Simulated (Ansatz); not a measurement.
PbO (wurtzite): G0W0 against its settings

PbO in the wurtzite structure, relaxed with r2SCAN; one-shot G0W0 in Ansatz without spin-orbit coupling. All values are calculated for a non-magnetic cell, which may be hypothetical.

```cif
data_structure
_symmetry_space_group_name_H-M 'P 1'
_symmetry_Int_Tables_number 1
_cell_length_a 4.1969
_cell_length_b 4.1969
_cell_length_c 5.6223
_cell_angle_alpha 90.000
_cell_angle_beta 90.000
_cell_angle_gamma 120.000
_cell_volume 85.76
loop_
_atom_site_label
_atom_site_type_symbol
_atom_site_fract_x
_atom_site_fract_y
_atom_site_fract_z
_atom_site_occupancy
Pb1 Pb 0.33333 0.66667 0.98047 1
Pb2 Pb 0.66667 0.33333 0.48047 1
O1 O 0.33333 0.66667 0.39453 1
O2 O 0.66667 0.33333 0.89453 1
```

Gaps are read over the mesh points alone. G0W0 values are finite-basis, finite-mesh values.

| start | potentials | frequency model | mesh | empty bands | screening cutoff (eV) | Kohn-Sham gap (eV) | G0W0 gap (eV) | rough cost |
| --- | --- | --- | --- | --- | --- | --- | --- | --- |
| PBE | PAW | contour deformation | 6×6×2 | 139 | 80 | 1.86 | 2.17 | 120 core-seconds |
| PBE | PAW | contour deformation | 6×6×2 | 322 | 140 | 1.86 | 2.25 | 11 core-minutes |
| PBE | PAW | contour deformation | 6×6×2 | 592 | 210 | 1.86 | 2.34 | 60 core-minutes |
| HSE06 | PAW | contour deformation | 6×6×2 | 322 | 140 | 2.50 | 2.55 | 13 core-minutes |

G0W0 moves the gap on the mesh from 1.86 eV (PBE) to 2.34 eV (H to L). Renormalisation factors Z lie between 0.68 and 0.77.

Raising bands and cutoff together moves the gap by +0.08 eV (80 to 140 eV), then +0.09 eV (140 to 210 eV); the last step is still large, so the basis limit isn't reached. Starting from HSE06 (2.50 eV against PBE's 1.86 eV) gives 2.55 eV, +0.30 eV from G0W0@PBE at the same screening cutoff.
